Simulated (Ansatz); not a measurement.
Moving the functional in Ti

The cell as given:

```cif
data_structure
_symmetry_space_group_name_H-M 'P 1'
_symmetry_Int_Tables_number 1
_cell_length_a 2.8709
_cell_length_b 2.8709
_cell_length_c 2.8709
_cell_angle_alpha 60.000
_cell_angle_beta 60.000
_cell_angle_gamma 60.000
_cell_volume 16.73
loop_
_atom_site_label
_atom_site_type_symbol
_atom_site_fract_x
_atom_site_fract_y
_atom_site_fract_z
_atom_site_occupancy
Ti1 Ti 0.00000 0.00000 0.00000 1
```

This isn't the form of Ti at room conditions, which is hcp.

Kept alike: task relaxation of cell and atoms; k mesh 11 × 11 × 11; occupations fermi-dirac, width 0.05 eV; no spin polarisation. Program: Ansatz, Ansatz PAW. Cutoffs run from 420 to 500 eV. The mesh is that of the run's cell of 1 atom. No spin-orbit coupling.

| functional | volume (Å³/atom) |
| --- | --- |
| BLYP | 17.743 |
| LDA | 15.996 |
| PBEsol | 16.651 |
| r2SCAN | 17.347 |

The relaxations keep at least the cell's symmetry (Fm-3m). For a metal such a mesh leaves the last digits unconverged. Relaxations stop with a little pressure left, so the last digits of a volume or edge aren't settled. All rows use potentials made for PBE.

The volume runs from 15.996 (LDA) to 17.743 Å³/atom (BLYP).
